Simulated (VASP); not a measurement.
Crystal: SiC.

```
Si C
1.0
     2.62012    0.00000    0.00000
     0.00000    2.62012    0.00000
     0.00000    0.00000    2.62012
Si C
1 1
Cartesian
  0.0000 0.0000 0.0000
  1.3101 1.3101 1.3101
```

The cell was built by a generator and needn't be a form met in nature.

Base run:

```yaml
Program: VASP 6.6.1
Functional: r2SCAN
Potentials_or_basis: VASP PAW PBE potentials, release 64 (Si, C)
Cutoff: 520 eV
k_mesh: 10 × 10 × 10
Occupations: fermi-dirac, width 0.02 eV
Spin: no spin polarisation
```

Its results: band gap on the k mesh none (metal or under the smearing width); pressure -0.1 GPa.

Task: The run is repeated on the same cell with these changes: functional from r2SCAN to PBE; further incar settings from ALGO = Normal; EDIFF = 1e-07; NBANDS = 11 to ALGO = Fast; EDIFF = 1e-06; NBANDS = 11. What comes out?

Result: Band gap on the k mesh none (metal or under the smearing width); pressure 4.6 GPa.

Caveats: the PAW data sets were made with another functional, which shifts forces and pressure a little (some runs).
